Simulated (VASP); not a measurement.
# SrTiO3 (Pm-3m) in VASP: settings compared

Aim: see how the results for SrTiO3 move with the level of theory and the settings. Levels: PBEsol, LDA. Tasks: relaxation of cell and atoms.

All numbers are computed with VASP 6.6.1; they aren't measurements. Logs are shortened: lines on timing, memory, paths and dates and some standing lists are left out, and cuts for length are marked.

### 1 Starting point

Symmetry: Pm-3m, No. 221, cubic system. Conventional cell: a = 3.913 Å, b = 3.913 Å, c = 3.913 Å, α = 90.00°, β = 90.00°, γ = 90.00°. Sr (site symmetry m-3m) has 12 O at 2.77 Å as nearest neighbours. Ti (site symmetry m-3m) has 6 O at 1.96 Å as nearest neighbours. O (site symmetry 4/mmm) has 2 Ti at 1.96 Å as nearest neighbours.

The cell is a database's computed one.

### 2 Relaxation of cell and atoms, PBEsol

Input file INCAR:

```
PREC     = Accurate       # precision mode
ENCUT    = 600            # plane-wave cutoff, eV
EDIFF    = 1E-7           # SCF threshold, eV
ISMEAR   = 0              # smearing method
SIGMA    = 0.02           # smearing width, eV
LREAL    = False          # projectors in reciprocal space
LASPH    = True           # aspherical terms in the spheres
NELM     = 80             # most SCF steps
ALGO     = Normal         # electronic algorithm
ISIF     = 3              # what is computed and relaxed
LWAVE    = False          # write WAVECAR
LCHARG   = False          # write CHGCAR
GGA      = PS             # functional
IBRION   = 2              # ionic algorithm
NSW      = 90             # ionic steps
EDIFFG   = -0.005         # ionic threshold
```

Input file KPOINTS:

```
regular mesh
0
Gamma
  8 8 8
```

Input file POSCAR:

```
SrTiO3
1.0
    3.9127013100      0.0000000000      0.0000000000
    0.0000000000      3.9127013100      0.0000000000
    0.0000000000      0.0000000000      3.9127013100
Sr Ti O
1 1 3
Direct
    0.0000000000      0.0000000000      0.0000000000
    0.5000000000      0.5000000000      0.5000000000
    0.5000000000      0.0000000000      0.5000000000
    0.5000000000      0.5000000000      0.0000000000
    0.0000000000      0.5000000000      0.5000000000
```

Potentials or basis: VASP PAW PBE potentials, release 64 (Sr_sv, Ti_sv, O).

Started as:

```sh
cat potpaw_PBE.64/Sr_sv/POTCAR potpaw_PBE.64/Ti_sv/POTCAR potpaw_PBE.64/O/POTCAR > POTCAR
mpirun -np 1 vasp_std > vasp.out
```

OUTCAR:

```text
PREC = Accurate
   ENCUT = 600
   EDIFF = 1E-7
   ISMEAR = 0
   LREAL = False
   LASPH = True
   NELM = 80
   ISIF = 3
   GGA = PS
   IBRION = 2
   NSW = 90
   EDIFFG = -0.005

 ion  position               nearest neighbor table
   1  0.000  0.000  0.000-   3 2.77   4 2.77   5 2.77   3 2.77   5 2.77   4 2.77   5 2.77   5 2.77
                             3 2.77   4 2.77   3 2.77   4 2.77   2 3.39   2 3.39   2 3.39   2 3.39
   2  0.500  0.500  0.500-   3 1.96   4 1.96   5 1.96   4 1.96   3 1.96   5 1.96   1 3.39   1 3.39
                             1 3.39   1 3.39   1 3.39   1 3.39   1 3.39   1 3.39
   3  0.500  0.000  0.500-   2 1.96   2 1.96   1 2.77   1 2.77   1 2.77   1 2.77
   4  0.500  0.500  0.000-   2 1.96   2 1.96   1 2.77   1 2.77   1 2.77   1 2.77
   5  0.000  0.500  0.500-   2 1.96   2 1.96   1 2.77   1 2.77   1 2.77   1 2.77

  LATTYP: Found a simple cubic cell.
 ALAT       =     3.9127013100

  Lattice vectors:

 A1 = (   3.9127013100,   0.0000000000,   0.0000000000)
 A2 = (   0.0000000000,   3.9127013100,   0.0000000000)
 A3 = (   0.0000000000,   0.0000000000,   3.9127013100)

Analysis of symmetry for initial positions (statically):
=====================================================================
 Subroutine PRICEL returns:
 Original cell was already a primitive cell.

 Routine SETGRP: Setting up the symmetry group for a
 simple cubic supercell.

 Subroutine GETGRP returns: Found 48 space group operations
 (whereof 48 operations were pure point group operations)
 out of a pool of 48 trial point group operations.

The static configuration has the point symmetry O_h .

Analysis of symmetry for dynamics (positions and initial velocities):
=====================================================================
 Subroutine PRICEL returns:
 Original cell was already a primitive cell.

 Routine SETGRP: Setting up the symmetry group for a
 simple cubic supercell.

 Subroutine GETGRP returns: Found 48 space group operations
 (whereof 48 operations were pure point group operations)
 out of a pool of 48 trial point group operations.

The dynamic configuration has the point symmetry O_h .

 Subroutine INISYM returns: Found 48 space group operations
 (whereof 48 operations are pure point group operations),
 and found     1 'primitive' translations

----------------------------------------------------------------------------------------

                                     Primitive cell

  volume of cell :      59.9005

  direct lattice vectors                    reciprocal lattice vectors
     3.912701310  0.000000000  0.000000000     0.255577904  0.000000000  0.000000000
     0.000000000  3.912701310  0.000000000     0.000000000  0.255577904  0.000000000
     0.000000000  0.000000000  3.912701310     0.000000000  0.000000000  0.255577904

  length of vectors
     3.912701310  3.912701310  3.912701310     0.255577904  0.255577904  0.255577904

  position of ions in fractional coordinates (direct lattice)
     0.000000000  0.000000000  0.000000000
     0.500000000  0.500000000  0.500000000
     0.500000000  0.000000000  0.500000000
     0.500000000  0.500000000  0.000000000
     0.000000000  0.500000000  0.500000000

  ion indices of the primitive-cell ions
   primitive index   ion index
                 1           1
                 2           2
                 3           3
                 4           4
                 5           5

----------------------------------------------------------------------------------------

 KPOINTS: regular mesh

Automatic generation of k-mesh.
 Grid dimensions read from file:
 generate k-points for:    8    8    8

 Generating k-lattice:

  Cartesian coordinates                     Fractional coordinates (reciprocal lattice)
     0.031947238  0.000000000  0.000000000     0.125000000  0.000000000  0.000000000
     0.000000000  0.031947238  0.000000000     0.000000000  0.125000000  0.000000000
     0.000000000  0.000000000  0.031947238     0.000000000  0.000000000  0.125000000

  Length of vectors
     0.031947238  0.031947238  0.031947238

  Shift w.r.t. Gamma in fractional coordinates (k-lattice)
     0.000000000  0.000000000  0.000000000

 Subroutine IBZKPT returns following result:
 ===========================================

 Found     35 irreducible k-points:

 Following reciprocal coordinates:
            Coordinates               Weight
  0.000000  0.000000  0.000000      1.000000
  0.125000  0.000000  0.000000      6.000000
  0.250000  0.000000  0.000000      6.000000
  0.375000  0.000000  0.000000      6.000000
  0.500000  0.000000  0.000000      3.000000
  0.125000  0.125000  0.000000     12.000000
[... 16 lines left out ...]
  0.375000  0.375000  0.125000     24.000000
  0.500000  0.375000  0.125000     24.000000
 [... further k-points ...]
   k-points           NKPTS =     35   k-points in BZ     NKDIM =     35   number of bands    NBANDS=     24
   number of dos      NEDOS =    301   number of ions     NIONS =      5
   total plane-waves  NPLWV =  32768
   dimension x,y,z NGX =    32 NGY =   32 NGZ =   32
   dimension x,y,z NGXF=    64 NGYF=   64 NGZF=   64
   ions per type =               1   1   3
   NGX,Y,Z   is equivalent  to a cutoff of  13.60, 13.60, 13.60 a.u.
   NGXF,Y,Z  is equivalent  to a cutoff of  27.19, 27.19, 27.19 a.u.
 SYSTEM =  unknown system
   PREC   = accura    normal or accurate (medium, high low for compatibility)
   ISTART =      0    job   : 0-new  1-cont  2-samecut
   ICHARG =      2    charge: 1-file 2-atom 10-const
   ISPIN  =      1    spin polarized calculation?
   LNONCOLLINEAR =      F non collinear calculations
   LSORBIT =      F    spin-orbit coupling
   LASPH  =      T    aspherical Exc in radial PAW
   ENCUT  =  600.0 eV  44.10 Ry    6.64 a.u.   7.81  7.81  7.81*2*pi/ulx,y,z
   NELM   =     80;   NELMIN=  2; NELMDL= -5     # of ELM steps
   EDIFF  = 0.1E-06   stopping-criterion for ELM
   LREAL  =      F    real-space projection
   EDIFFG = -.5E-02   stopping-criterion for IOM
   NSW    =     90    number of steps for IOM
   IBRION =      2    ionic relax: 0-MD 1-quasi-New 2-CG
   NFREE  =      1    steps in history (QN), initial steepest desc. (CG)
   ISIF   =      3    stress and relaxation
   ISYM   =      2    0-nonsym 1-usesym 2-fastsym
   POTIM  = 0.5000    time-step for ionic-motion
   TEBEG  =    0.0;   TEEND  =   0.0 temperature during run
   PSTRESS=    0.0 pullay stress
   NELECT =      40.0000    total number of electrons
   NUPDOWN=      -1.0000    fix difference up-down
   EMIN   =  10.00;   EMAX   =-10.00  energy-range for DOS
   EFERMI =   0.00;   METHOD = LEGACY
   ISMEAR =     0;   SIGMA  =   0.02  broadening in eV -4-tet -1-fermi 0-gaus
   EFERMI_NEDOS =   21; number of points for ismear=-14 and -15
   IALGO  =     38    algorithm
   IMIX   =      4    mixing-type and parameters
     AMIX     =   0.40;   BMIX     =  1.00
     AMIX_MAG =   1.60;   BMIX_MAG =  1.00
  volume/ion in A,a.u.               =      11.98        80.85
  Fermi-wavevector in a.u.,A,eV,Ry     =   1.430929  2.704064 27.858721  2.047558
  Thomas-Fermi vector in A             =   2.550721
   LORBIT       =      0    0 simple, 1 ext, 2 COOP (PROOUT), +10 PAW based schemes
   GGA     = PS    functional components
   LHFCALC =     F    Hartree Fock is set to
   AEXX    =    0.0000 exact exchange contribution
   IVDW    =     0    specifies the selected vdW correction
   LEPSILON=     F    determine dielectric tensor
   LRPA    =     F    only Hartree local field effects (RPA)
 conjugate gradient relaxation of ions
 non-spin polarized calculation
 Gauss-broadening in eV      SIGMA  =   0.02
  energy-cutoff  :      600.00
  volume of cell :       59.90
 maximum number of plane-waves:      2021
 NGX is ok and might be reduce to    32
   NGX = 15   NGY = 15   NGZ = 15

--------------------------------------- Ionic step        1  -------------------------------------------

 number of electron      39.9999977 magnetization

 Free energy of the ion-electron system (eV)
  ---------------------------------------------------
  ext. energy  EPLUGINS =         0.00000000
  ---------------------------------------------------
  free energy    TOTEN  =       -42.01758658 eV

  energy without entropy =      -42.01758658  energy(sigma->0) =      -42.01758658

------------------------ aborting loop because EDIFF is reached ----------------------------------------

  FORCE on cell =-STRESS in cart. coord.  units (eV):
  Direction    XX          YY          ZZ          XY          YZ          ZX
  --------------------------------------------------------------------------------------
  -------------------------------------------------------------------------------------
  Total       -0.9308416     -0.9308416     -0.9308416      0.0000000      0.0000000      0.0000000
  in kB      -24.8975305    -24.8975305    -24.8975305      0.0000000      0.0000000      0.0000000
  external PRESSURE =     -24.8975305 kB  Pullay stress =       0.0000000 kB
[... 63 lines left out ...]
  energy  without entropy=      -42.0181110880  energy(sigma->0) =      -42.01811109

--------------------------------------- Ionic step        3  -------------------------------------------

 number of electron      39.9999982 magnetization

 Free energy of the ion-electron system (eV)
  ---------------------------------------------------
  ext. energy  EPLUGINS =         0.00000000
  ---------------------------------------------------
  free energy    TOTEN  =       -42.02407797 eV

  energy without entropy =      -42.02407797  energy(sigma->0) =      -42.02407797

 E-fermi :   4.2739     XC(G=0): -11.5819

 val. band max:        4.0891878943   @ k =   0.5000   0.5000   0.5000
 cond. band min:       5.9050875640   @ k =   0.0000   0.0000   0.0000
 fundamental gap:      1.8158996697
 Fermi energy:         4.2738743622

 k-point     1 :       0.0000    0.0000    0.0000
  band No.  band energies     occupation
      1     -52.0784      2.00000
      2     -28.5307      2.00000
      3     -28.4461      2.00000
      4     -28.4461      2.00000
      5     -28.4461      2.00000
      6     -13.2993      2.00000
[... 637 lines left out ...]
     23       8.2744      0.00000
     24       9.9460      0.00000

 [... further k-points ...]

------------------------ aborting loop because EDIFF is reached ----------------------------------------

  FORCE on cell =-STRESS in cart. coord.  units (eV):
  Direction    XX          YY          ZZ          XY          YZ          ZX
  --------------------------------------------------------------------------------------
  -------------------------------------------------------------------------------------
  Total       -0.0018489     -0.0018489     -0.0018489      0.0000000      0.0000000     -0.0000000
  in kB       -0.0501440     -0.0501440     -0.0501440      0.0000000      0.0000000     -0.0000000
  external PRESSURE =      -0.0501440 kB  Pullay stress =       0.0000000 kB
[... 20 lines left out ...]
  FREE ENERGIE OF THE ION-ELECTRON SYSTEM (eV)
  ---------------------------------------------------
  free  energy   TOTEN  =       -42.0240779720 eV

  energy  without entropy=      -42.0240779720  energy(sigma->0) =      -42.02407797

 reached required accuracy - stopping structural energy minimisation
```

It took 2.1 min on 1 thread of Intel Xeon Platinum 8488C (Sapphire Rapids), shared host; peak memory 0.22 GiB.

Results:

```
Free energy                            : -42.0241 eV
Relaxed volume                         : 11.82 Å³/atom
Relaxed cell                           : a = 3.895 Å, b = 3.895 Å, c = 3.895 Å, α = 90.00°, β = 90.00°, γ = 90.00°
Space group after relaxing (to 0.05 Å) : Pm-3m (No. 221)
Energy gained by relaxing              : 1.3 meV/atom
Ionic steps                            : 3
Pressure after relaxing                : 0.0 GPa
Band gap on the k mesh                 : 1.82 eV, indirect (least direct gap 2.17 eV)
```

The path:
| step | energy change (eV) | largest force (eV/Å) | pressure (GPa) | volume (Å³) |
| --- | --- | --- | --- | --- |
| 1 | 0.0000 | 0.0000 | -2.49 | 59.90 |
| 2 | -0.0005 | 0.0000 | 2.51 | 58.30 |
| 3 | -0.0065 | 0.0000 | -0.01 | 59.08 |

Final structure:
```
CELL_PARAMETERS angstrom
3.89467 0.00000 0.00000
0.00000 3.89467 0.00000
0.00000 0.00000 3.89467
ATOMIC_POSITIONS crystal
Sr 0.00000 0.00000 0.00000
Ti 0.50000 0.50000 0.50000
O 0.50000 0.00000 0.50000
O 0.50000 0.50000 0.00000
O 0.00000 0.50000 0.50000
```

Levels at points of the mesh, in eV from the valence-band top:
```tsv
k point	band 18	band 19	band 20	band 21	band 22	band 23
(0.00, 0.00, 0.00)	-0.35	-0.35	-0.35	1.82	1.82	1.82
(0.50, 0.00, 0.00)	-2.06	-0.74	-0.74	2.00	3.82	3.82
(0.50, 0.50, 0.00)	-1.60	-1.60	-0.10	3.83	3.83	4.28
(0.50, 0.50, 0.50)	0.00	0.00	0.00	4.52	4.52	4.52
```

Caveat: the PAW data sets were made with another functional, which shifts forces and pressure a little. A k mesh can miss the band edges.

### 3 Relaxation of cell and atoms, LDA

Changes to INCAR since step 2:

```diff
@@ -12,3 +12,2 @@
 LCHARG   = False          # write CHGCAR
-GGA      = PS             # functional
 IBRION   = 2              # ionic algorithm
```

KPOINTS is that of step 2.

POSCAR is that of step 2.

Potentials or basis: VASP PAW LDA potentials, release 64 (Sr_sv, Ti_sv, O).

Started as:

```sh
cat potpaw_LDA.64/Sr_sv/POTCAR potpaw_LDA.64/Ti_sv/POTCAR potpaw_LDA.64/O/POTCAR > POTCAR
mpirun -np 1 vasp_std > vasp.out
```

It took 2.2 min on 1 thread of Intel Xeon Platinum 8488C (Sapphire Rapids), shared host; peak memory 0.2 GiB.

Results (log left out):

- Free energy: -44.1907 eV
- Relaxed volume: 11.50 Å³/atom
- Relaxed cell: a = 3.860 Å, b = 3.860 Å, c = 3.860 Å, α = 90.00°, β = 90.00°, γ = 90.00°
- Space group after relaxing (to 0.05 Å): Pm-3m (No. 221)
- Energy gained by relaxing: 11.7 meV/atom
- Ionic steps: 3
- Pressure after relaxing: -0.1 GPa
- Band gap on the k mesh: 1.81 eV, indirect (least direct gap 2.15 eV)

Step by step:
```tsv
step	energy change (eV)	largest force (eV/Å)	pressure (GPa)	volume (Å³)
1	0.0000	0.0000	-7.52	59.90
2	0.0054	0.0000	9.11	55.16
3	-0.0586	0.0000	-0.07	57.51
```

Final structure:
```xyz
5
Lattice="3.8600 0.0000 0.0000 0.0000 3.8600 0.0000 0.0000 0.0000 3.8600" Properties=species:S:1:pos:R:3 pbc="T T T"
Sr    0.0000    0.0000    0.0000
Ti    1.9300    1.9300    1.9300
O     1.9300    0.0000    1.9300
O     1.9300    1.9300    0.0000
O     0.0000    1.9300    1.9300
```

Levels at points of the mesh, in eV from the valence-band top:
```csv
k point,band 17,band 18,band 19,band 20,band 21,band 22,band 23,band 24
"(0.00, 0.00, 0.00)",-1.25,-0.34,-0.34,-0.34,1.81,1.81,1.81,4.57
"(0.50, 0.00, 0.00)",-2.49,-2.16,-0.73,-0.73,2.01,3.92,3.92,4.62
"(0.50, 0.50, 0.00)",-1.71,-1.62,-1.62,-0.10,3.93,3.93,4.39,5.64
"(0.50, 0.50, 0.50)",-3.88,0.00,0.00,0.00,4.65,4.65,4.65,6.98
```

A k mesh can miss the band edges. LDA gaps usually lie below the measured ones, often by a third to a half.
